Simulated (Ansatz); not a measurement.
# MoS2 (P6_3/mmc), an elastic constant from a strain scan

Computed with DFT PBE, scalar-relativistic, plane waves, PAW in Ansatz. Settings: plane waves to 420 eV, k-mesh 12×12×2 (Γ-centred), Gaussian smearing 0.05 eV. No spin polarisation. Energies are free energies at this smearing, counted from the undisturbed cell; pressure is positive in compression.

Reference structure (relaxed at this level):

```xyz
6
Lattice="3.1856 0.0000 0.0000 -1.5928 2.7588 0.0000 0.0000 0.0000 14.5105" Properties=species:S:1:pos:R:3 pbc="T T T"
Mo    0.0000    1.8392    3.6276
Mo    1.5928    0.9196   10.8828
S     0.0000    1.8392    9.3203
S     1.5928    0.9196    2.0651
S     0.0000    1.8392   12.4454
S     1.5928    0.9196    5.1902
```

The cell holds layers and no dispersion correction was added, so their binding is poorly described.

The cell is strained by ε times the Voigt pattern (1, -1, 0, 0, 0, 0) (xx, yy, zz, yz, xz, xy; engineering shear) with fractional coordinates fixed. The cell holds 6 atoms in V0 = 127.52 Å³. The stress column is τ = (1/V0) dE/dε, got from the stress tensor σ (compression positive) at each point as −det(1 + εP) σ : P(1 + εP)⁻¹, with P the pattern as a tensor.

| ε | ΔE (meV/atom) | τ (GPa) |
| --- | --- | --- |
| -0.0600 | 72.642 | -18.717 |
| -0.0450 | 40.370 | -13.760 |
| -0.0300 | 17.743 | -9.013 |
| -0.0150 | 4.389 | -4.435 |
| 0.0000 | 0.000 | 0.000 |
| 0.0150 | 4.298 | 4.298 |
| 0.0300 | 17.010 | 8.453 |
| 0.0450 | 37.833 | 12.447 |
| 0.0525 | 51.180 | 14.376 |
| 0.0600 | ? | ? |

Q: Which combination of elastic constants does this scan measure, and how large is it?

A: For small ε, τ = τ0 + Kε with K = pᵀCp, which for this pattern is C11 + C22 − 2 C12 in the Cartesian frame shown. The parabola through τ at ε = -0.0150, 0 and 0.0150 has slope K = 291 GPa at zero. The energies per cell, E = NΔE, of the same two points give K = 2[E(ε₊)/ε₊ − E(ε₋)/ε₋]/[(ε₊ − ε₋)V0] = 291 GPa, in agreement. These are clamped-ion values.

Q: Predict the withheld row at ε = 0.0600 from the harmonic law, and compare.

A: ΔE = V0(τ0 ε + Kε²/2)/N = 69.510 meV/atom and τ = 17.47 GPa. The calculation gives 66.422 meV/atom and 16.26 GPa, a miss of 4.4 % of the harmonic energy, so the harmonic law still holds here.

Forces appear on the atoms along this scan, and letting them relax would lower the energy and soften the response.

Cost: 10 runs of about 5.4 core-minutes in all, on Intel Xeon Processor @ 2.50GHz (Skylake/Cascade Lake) (shared hosts).